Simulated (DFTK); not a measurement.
**Mg under changes of volume**

One of the cells (22.285 Å³/atom); the others are scaled copies at fixed shape and fractional positions:

```xyz
1
Lattice="-1.7728 1.7728 1.7728 1.7728 -1.7728 1.7728 1.7728 1.7728 -1.7728" Properties=species:S:1:pos:R:3 pbc="T T T"
Mg    0.0000    0.0000    0.0000
```

This isn't the form of Mg at room conditions, which is hcp.

```yaml
Program: DFTK 0.8.2
Functional: PBE
Potentials_or_basis: dojo.nc.sr.pbe.v0_4_1.standard.upf (PBE)
Cutoff: 1143 eV
k_mesh: 11 × 11 × 11
Occupations: fermi-dirac, width 0.05 eV
Spin: no spin polarisation
```

| volume (Å³/atom) | energy over the lowest point (meV/atom) | pressure (GPa) |
| --- | --- | --- |
| 20.948 | 20.77 | 3.7 |
| 21.394 | 11.74 | 2.7 |
| 21.839 | ? | ? |
| 22.285 | 1.55 | 1.0 |
| 22.731 | 0.00 | 0.2 |
| 23.176 | 0.37 | -0.5 |
| 23.622 | 2.57 | -1.1 |

Question: What does the run at 21.839 Å³/atom give?

Answer: Energy over the lowest point 5.42 meV/atom; pressure 1.8 GPa.

Worked out: A Birch-Murnaghan fit of order 3 (a polynomial in V^(-2/3)) to the other rows has its minimum at 22.86 Å³/atom with B0 = V·E''(V) = 36 GPa and B' = 4.3. It gives 5.42 meV/atom at 21.839 Å³/atom, against the run's 5.42, and -dE/dV = 1.8 GPa, against 1.8.

Energies are extrapolated to zero smearing.
